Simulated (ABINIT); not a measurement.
Crystal: ZrC.

```
CELL_PARAMETERS angstrom
0.00000 2.36500 2.36500
2.36500 0.00000 2.36500
2.36500 2.36500 0.00000
ATOMIC_POSITIONS crystal
Zr 0.50000 0.50000 0.50000
C 0.00000 0.00000 0.00000
```

Base run:

- Program: ABINIT 10.8.3 (patched build)
- Functional: LDA
- Potentials or basis: JTH PAW LDA v2.0
- Cutoff: 544 eV
- k mesh: 10 × 10 × 10
- Occupations: fermi-dirac, width 0.05 eV
- Spin: no spin polarisation

Its results: band gap on the k mesh none (metal or under the smearing width); pressure -12.7 GPa.

Problem. After a change of settings the same cell gave: band gap on the k mesh none (metal or under the smearing width); pressure -12.3 GPa. Which change was it?
A. potentials or basis from JTH PAW LDA v2.0 to PseudoDojo NC SR LDA v0.4 stringent; cutoff from 544 eV to 1116 eV
B. functional from LDA to HCTH407; potentials or basis from JTH PAW LDA v2.0 to JTH PAW PBE v2.0
C. functional from LDA to BLYP; potentials or basis from JTH PAW LDA v2.0 to JTH PAW PBE v2.0
D. functional from LDA to PW91; potentials or basis from JTH PAW LDA v2.0 to JTH PAW PBE v2.0

Solution. A.
